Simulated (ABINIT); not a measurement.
# Si2W (I4/mmm) in ABINIT: single point with PBE

Aim: the single point of Si2W with PBE.

All numbers are computed with ABINIT 10.8.3 (patched build); they aren't measurements. Logs are shortened: lines on timing, memory, paths and dates and some standing lists are left out, and cuts for length are marked. The log counts tension as positive stress, the text compression.

### 1 The crystal as given

It takes space group I4/mmm (No. 139, tetragonal). The conventional cell has a = 3.214 Å, b = 3.214 Å, c = 7.830 Å, α = 90.00°, β = 90.00°, γ = 90.00°. Around W (site symmetry 4/mmm) lie 10 Si at 2.62 Å. Around Si (site symmetry 4mm) lie 5 Si at 2.59 to 2.63 Å and 5 W at 2.62 Å.

### 2 Single point, PBE

The input, run.abi:

```
# Pseudopotentials
pp_dirpath "./"
pseudos "W.upf, Si.upf"

# Structure
acell 4.5267083761 4.5267083761 4.5267083761 Angstrom
rprim
    -0.3549820016     0.3549820016     0.8648558013
     0.3549820016    -0.3549820016     0.8648558013
     0.3549820016     0.3549820016    -0.8648558013
ntypat 2
znucl 74 14
natom 3
typat 1 2 2
xcart
     0.0000000000     0.0000000000     0.0000000000
     0.0000000000     0.0000000000     5.2092324700
     0.0000000000     0.0000000000     2.6206675300 Angstrom

# Plane-wave basis
ecut 30.0

# k points
kptopt 1
ngkpt 9 9 9
nshiftk 1
shiftk 0.0 0.0 0.0

# Exchange and correlation
ixc 11

# Bands and occupations
nband 15
occopt 3
tsmear 0.05 eV

# SCF cycle
nstep 100
tolvrs 1.0e-10

# Output
iomode 3
prtwf 0
prtden 0
prteig 0
prtebands 0
enunit 1
```

Potentials or basis: PseudoDojo NC SR PBE v0.4.1 standard.

Launch:

```bash
mpirun --bind-to none -np 4 abinit run.abi > log 2>&1
```

run.abo:

```text
.Version 10.8.3 of ABINIT
 Symmetries : space group I4/m m m (#139); Bravais tI (body-center tetrag.)
================================================================================
 Values of the parameters that define the memory need of the present run
     intxc =       0    ionmov =       0      iscf =       7    lmnmax =       8
     lnmax =       8     mgfft =      45  mpssoang =       4    mqgrid =    3001
     natom =       3  nloc_mem =       1    nspden =       1   nspinor =       1
    nsppol =       1      nsym =      16    n1xccc =    2501    ntypat =       2
    occopt =       3   xclevel =       2
       mpw =        2169          nfft =       91125          nkpt =          75
================================================================================
================================================================================

--------------------------------------------------------------------------------
------------- Echo of variables that govern the present computation ------------
--------------------------------------------------------------------------------
 -outvars: echo values of preprocessed input variables --------
            acell      8.5542390827E+00  8.5542390827E+00  8.5542390827E+00 Bohr
              amu      1.83850000E+02  2.80855000E+01
             ecut      3.00000000E+01 Hartree
           enunit           1
                       outvar_i_n : Printing only first  50 k-points.
              ixc          11
                       outvar_i_n : Printing only first  50 k-points.
         kptrlatt        9    0    0      0    9    0      0    0    9
          kptrlen      5.46588164E+01
            natom           3
            nband          15
            ngfft          45      45      45
             nkpt          75
            nstep         100
             nsym          16
           ntypat           2
                       prtocc : prtvol=0, do not print more k-points.
           occopt           3
           prtden           0
        prtebands           0
           prteig           0
            prtwf           0
            rprim     -3.5498200160E-01  3.5498200160E-01  8.6485580130E-01
                       3.5498200160E-01 -3.5498200160E-01  8.6485580130E-01
                       3.5498200160E-01  3.5498200160E-01 -8.6485580130E-01
          spgroup         139
           tolvrs      1.00000000E-10
           tsmear      1.83746611E-03 Hartree
            typat      1  2  2
                       outvars : Printing only first  50 k-points.
           xangst      0.0000000000E+00  0.0000000000E+00  0.0000000000E+00
                       3.0339386114E-17 -3.0339386114E-17  5.2092324699E+00
                      -2.0393103775E-18  2.0393103775E-18  2.6206675299E+00
            xcart      0.0000000000E+00  0.0000000000E+00  0.0000000000E+00
                       5.7333130584E-17 -5.7333130584E-17  9.8440226942E+00
                      -3.8537380992E-18  3.8537380992E-18  4.9523438985E+00
             xred      0.0000000000E+00  0.0000000000E+00  0.0000000000E+00
                       6.6530000001E-01  6.6530000001E-01  0.0000000000E+00
                       3.3469999999E-01  3.3469999999E-01  0.0000000000E+00
            znucl       74.00000   14.00000

================================================================================

 chkinp: Checking input parameters for consistency.

================================================================================
== DATASET  1 ==================================================================

--- !DatasetInfo
iteration_state: {dtset: 1, }
dimensions: {natom: 3, nkpt: 75, mband: 15, nsppol: 1, nspinor: 1, nspden: 1, mpw: 2169, }
cutoff_energies: {ecut:  30.0, pawecutdg:  -1.0, }
electrons: {nelect:   2.20000000E+01, charge:   0.00000000E+00, occopt:   3.00000000E+00, tsmear:   1.83746611E-03, }
meta: {optdriver: 0, ionmov: 0, optcell: 0, iscf: 7, paral_kgb: 0, }
...

 Exchange-correlation functional for the present dataset will be:
  GGA: Perdew-Burke-Ernzerhof functional - ixc=11
  J.P.Perdew, K.Burke, M.Ernzerhof, PRL 77, 3865 (1996)

 Real(R)+Recip(G) space primitive vectors, cartesian coordinates (Bohr,Bohr^-1):
 R(1)= -3.0366009  3.0366009  7.3981833  G(1)=  0.0000000  0.1646578  0.0675842
 R(2)=  3.0366009 -3.0366009  7.3981833  G(2)=  0.1646578  0.0000000  0.0675842
 R(3)=  3.0366009  3.0366009 -7.3981833  G(3)=  0.1646578  0.1646578  0.0000000
 Unit cell volume ucvol=  2.7287297E+02 bohr^3
 Angles (23,13,12)=  1.38415317E+02  1.38415317E+02  6.02675125E+01 degrees

 getcut: wavevector=  0.0000  0.0000  0.0000  ngfft=  45  45  45
         ecut(hartree)=     30.000   => boxcut(ratio)=   2.08831

--- Pseudopotential description ------------------------------------------------
- pspini: atom type   1  psp file is ./W.upf
12 -101130 3 -1 1396                          pspcod,pspxc,lmax,lloc,mmax
     nproj     2     2     2     2

- pspini: atom type   2  psp file is ./Si.upf
12 -101130 2 -1 1510                          pspcod,pspxc,lmax,lloc,mmax
     nproj     2     2     2     0

   6.68664179E+02                                ecore*ucvol(ha*bohr**3)
--------------------------------------------------------------------------------

================================================================================

--- !BeginCycle
iteration_state: {dtset: 1, }
solver: {iscf: 7, nstep: 100, nline: 4, wfoptalg: 0, }
tolerances: {tolvrs: 1.00E-10, }
...

     iter   Etot(hartree)      deltaE(h)  residm     vres2
 ETOT  1  -84.316343102555    -8.432E+01 7.155E-02 2.751E+01
 ETOT  2  -84.346750999016    -3.041E-02 1.930E-02 5.550E+01
 ETOT  3  -84.352221812583    -5.471E-03 9.911E-03 1.411E-01
 ETOT  4  -84.352237625196    -1.581E-05 3.246E-03 4.077E-03
 ETOT  5  -84.352238088282    -4.631E-07 6.241E-03 1.949E-04
 ETOT  6  -84.352238106870    -1.859E-08 1.951E-03 1.791E-06
 ETOT  7  -84.352238107109    -2.392E-10 2.396E-03 4.095E-08
 ETOT  8  -84.352238107112    -3.112E-12 7.643E-04 1.536E-09
 ETOT  9  -84.352238107112     9.237E-13 1.191E-03 3.217E-11

 At SCF step    9       vres2   =  3.22E-11 < tolvrs=  1.00E-10 =>converged.

 Cartesian components of stress tensor (hartree/bohr^3)
  sigma(1 1)= -1.06856270E-04  sigma(3 2)=  0.00000000E+00
  sigma(2 2)= -1.06856270E-04  sigma(3 1)=  0.00000000E+00
  sigma(3 3)= -1.13251691E-04  sigma(2 1)=  0.00000000E+00

--- !ResultsGS
iteration_state: {dtset: 1, }
comment   : Summary of ground state results
lattice_vectors:
- [ -3.0366009,   3.0366009,   7.3981833, ]
- [  3.0366009,  -3.0366009,   7.3981833, ]
- [  3.0366009,   3.0366009,  -7.3981833, ]
lattice_lengths: [   8.55424,    8.55424,    8.55424, ]
lattice_angles: [138.415, 138.415,  60.268, ] # degrees, (23, 13, 12)
lattice_volume:   2.7287297E+02
convergence: {deltae:  9.237E-13, res2:  3.217E-11, residm:  1.191E-03, diffor: null, }
etotal    :  -8.43522381E+01
entropy   :   0.00000000E+00
fermie    :   5.00611149E-01
cartesian_stress_tensor: # hartree/bohr^3
- [ -1.06856270E-04,   0.00000000E+00,   0.00000000E+00, ]
- [  0.00000000E+00,  -1.06856270E-04,   0.00000000E+00, ]
- [  0.00000000E+00,   0.00000000E+00,  -1.13251691E-04, ]
pressure_GPa:   3.2065E+00
xred      :
- [  0.0000E+00,   0.0000E+00,   0.0000E+00,  W]
- [  6.6530E-01,   6.6530E-01,   0.0000E+00, Si]
- [  3.3470E-01,   3.3470E-01,   0.0000E+00, Si]
cartesian_forces: # hartree/bohr
- [ -0.00000000E+00,  -0.00000000E+00,  -0.00000000E+00, ]
- [  6.66413553E-20,   6.66413553E-20,   8.65510083E-04, ]
- [ -6.66413553E-20,  -6.66413553E-20,  -8.65510083E-04, ]
force_length_stats: {min:   0.00000000E+00, max:   8.65510083E-04, mean:   5.77006722E-04, }
...

 Integrated electronic density in atomic spheres:
 ------------------------------------------------
 Atom  Sphere_radius  Integrated_density
    1        2.00000         10.25336440
    2        2.00000          1.79418371
    3        2.00000          1.79418371
================================================================================

 ----iterations are completed or convergence reached----

 Mean square residual over all n,k,spin=   44.050E-07; max=  11.910E-04
 reduced coordinates (array xred) for    3 atoms
       0.000000000000      0.000000000000      0.000000000000
       0.665300000006      0.665300000006      0.000000000000
       0.334699999994      0.334699999994      0.000000000000
 rms dE/dt=  5.2282E-03; max dE/dt=  6.4032E-03; dE/dt below (all hartree)
    1       0.000000000000      0.000000000000      0.000000000000
    2      -0.006403202238     -0.006403202238      0.006403202238
    3       0.006403202238      0.006403202238     -0.006403202238

 cartesian coordinates (angstrom) at end:
    1      0.00000000000000     0.00000000000000     0.00000000000000
    2      0.00000000000000    -0.00000000000000     5.20923246986339
    3     -0.00000000000000     0.00000000000000     2.62066752986339

 cartesian forces (hartree/bohr) at end:
    1     -0.00000000000000    -0.00000000000000    -0.00000000000000
    2      0.00000000000000     0.00000000000000     0.00086551008290
    3     -0.00000000000000    -0.00000000000000    -0.00086551008290
 frms,max,avg= 4.0800537E-04 8.6551008E-04   0.000E+00  0.000E+00  0.000E+00 h/b

 cartesian forces (eV/Angstrom) at end:
    1     -0.00000000000000    -0.00000000000000    -0.00000000000000
    2      0.00000000000000     0.00000000000000     0.04450631791453
    3     -0.00000000000000    -0.00000000000000    -0.04450631791453
 frms,max,avg= 2.0980479E-02 4.4506318E-02   0.000E+00  0.000E+00  0.000E+00 e/A
 length scales=  8.554239082682  8.554239082682  8.554239082682 bohr
              =  4.526708376100  4.526708376100  4.526708376100 angstroms
 Fermi (or HOMO) energy (eV) =  13.62232   Average Vxc (eV)= -12.57770
 Eigenvalues (   eV  ) for nkpt=  75  k points:
 kpt#   1, nband= 15, wtk=  0.00137, kpt=  0.0000  0.0000  0.0000 (reduced coord)
 -60.17780  -24.43625  -24.40729  -24.40729   -0.38836    6.83847    9.95341   10.37880
  10.85017   10.85017   14.31149   16.43480   16.63595   16.76421   16.76421
 prteigrs : prtvol=0 or 1, do not print more k-points.

--- !EnergyTerms
iteration_state     : {dtset: 1, }
comment             : Components of total free energy in Hartree
kinetic             :  2.37881957127094E+01
hartree             :  1.37760065960139E+01
xc                  : -1.98552375755928E+01
Ewald energy        : -6.26385810875618E+01
psp_core            :  2.45045958130938E+00
local_psp           : -5.55130184227708E+01
non_local_psp       :  1.36400413495227E+01
internal            : -8.43521338463700E+01
'-kT*entropy'       : -1.04260741574801E-04
total_energy        : -8.43522381071116E+01
total_energy_eV     : -2.29534133184557E+03
band_energy         : -5.43376393870633E+00
...

 Cartesian components of stress tensor (hartree/bohr^3)
  sigma(1 1)= -1.06856270E-04  sigma(3 2)=  0.00000000E+00
  sigma(2 2)= -1.06856270E-04  sigma(3 1)=  0.00000000E+00
  sigma(3 3)= -1.13251691E-04  sigma(2 1)=  0.00000000E+00

-Cartesian components of stress tensor (GPa)         [Pressure=  3.2065E+00 GPa]
- sigma(1 1)= -3.14382001E+00  sigma(3 2)=  0.00000000E+00
- sigma(2 2)= -3.14382001E+00  sigma(3 1)=  0.00000000E+00
- sigma(3 3)= -3.33197980E+00  sigma(2 1)=  0.00000000E+00

== END DATASET(S) ==============================================================
================================================================================

 -outvars: echo values of variables after computation  --------
            acell      8.5542390827E+00  8.5542390827E+00  8.5542390827E+00 Bohr
           etotal     -8.4352238107E+01
            fcart     -0.0000000000E+00 -0.0000000000E+00 -0.0000000000E+00
                       6.6641355269E-20  6.6641355269E-20  8.6551008290E-04
                      -6.6641355269E-20 -6.6641355269E-20 -8.6551008290E-04
            rprim     -3.5498200160E-01  3.5498200160E-01  8.6485580130E-01
                       3.5498200160E-01 -3.5498200160E-01  8.6485580130E-01
                       3.5498200160E-01  3.5498200160E-01 -8.6485580130E-01
           strten     -1.0685627019E-04 -1.0685627019E-04 -1.1325169145E-04
                       0.0000000000E+00  0.0000000000E+00  0.0000000000E+00
           xangst      0.0000000000E+00  0.0000000000E+00  0.0000000000E+00
                       3.0339386114E-17 -3.0339386114E-17  5.2092324699E+00
                      -2.0393103775E-18  2.0393103775E-18  2.6206675299E+00
             xred      0.0000000000E+00  0.0000000000E+00  0.0000000000E+00
                       6.6530000001E-01  6.6530000001E-01  0.0000000000E+00
                       3.3469999999E-01  3.3469999999E-01  0.0000000000E+00
 Calculation completed.
```

It took 26 s on 4 MPI ranks of Arm Neoverse V2, shared host; peak memory 0.32 GiB.

Results:

| Item | Value |
| --- | --- |
| Free energy | -2295.3413 eV |
| Pressure | 3.2 GPa |
| Largest force | 0.045 eV/Å |
| Band gap on the k mesh | none (metal or under the smearing width) |
| Valence electrons inside the program's atomic spheres | W 10.25; Si 1.79 |

Forces on the atoms (eV/Å):
```
W    0.000  0.000  0.000
Si   0.000  0.000  0.045
Si   0.000  0.000 -0.045
```

Stress tensor (GPa, compression positive):
```
3.14 0.00 0.00
0.00 3.14 0.00
0.00 0.00 3.33
```

Spin-orbit coupling is left out, which matters for the levels of W.
